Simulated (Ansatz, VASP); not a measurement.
# Two plane-wave programs on LiF

```xyz
4
Lattice="2.8161 0.0000 0.0000 -1.4080 2.4388 0.0000 0.0000 0.0000 4.9996" Properties=species:S:1:pos:R:3 pbc="T T T"
Li    0.0000    1.6259    1.9056
Li    1.4080    0.8129    4.4054
F     0.0000    1.6259    4.9688
F     1.4080    0.8129    2.4690
```

Change from the starting cell: strain -0.080 along x and y, +0.040 along z, atoms carried along.

Alike in both runs: task single point; functional PBEsol; k mesh 9 × 9 × 6; occupations gaussian, width 0.05 eV; no spin polarisation.

|  | VASP | Ansatz |
| --- | --- | --- |
| version | VASP 6.6.1 | Ansatz 0.2.0 |
| potentials or method | VASP PAW PBE potentials, release 64 (Li_sv, F) | scalar-relativistic, plane waves, PAW |
| plane-wave cutoff (eV) | 520 | 420 |
| valence electrons in the cell | 20 | 20 |

|  | VASP | Ansatz | Ansatz less VASP |
| --- | --- | --- | --- |
| gap on the k mesh at the Fermi level (eV) | 8.43 | 8.45 | +0.016 |
| least direct gap on the mesh (eV) | 8.43 | 8.45 | +0.016 |
| rms of the force components (eV/Å) | 0.382 | 0.359 | -0.0232 |

Atom by atom the forces differ by 0.023 eV/Å (rms over components). With one functional, cell and mesh, what is left measures potentials, basis and numerics.

Caveats: the PAW data sets were made with another functional, which shifts forces and pressure a little (VASP); an odd mesh through Γ misses points on the zone boundary, where band edges often lie.
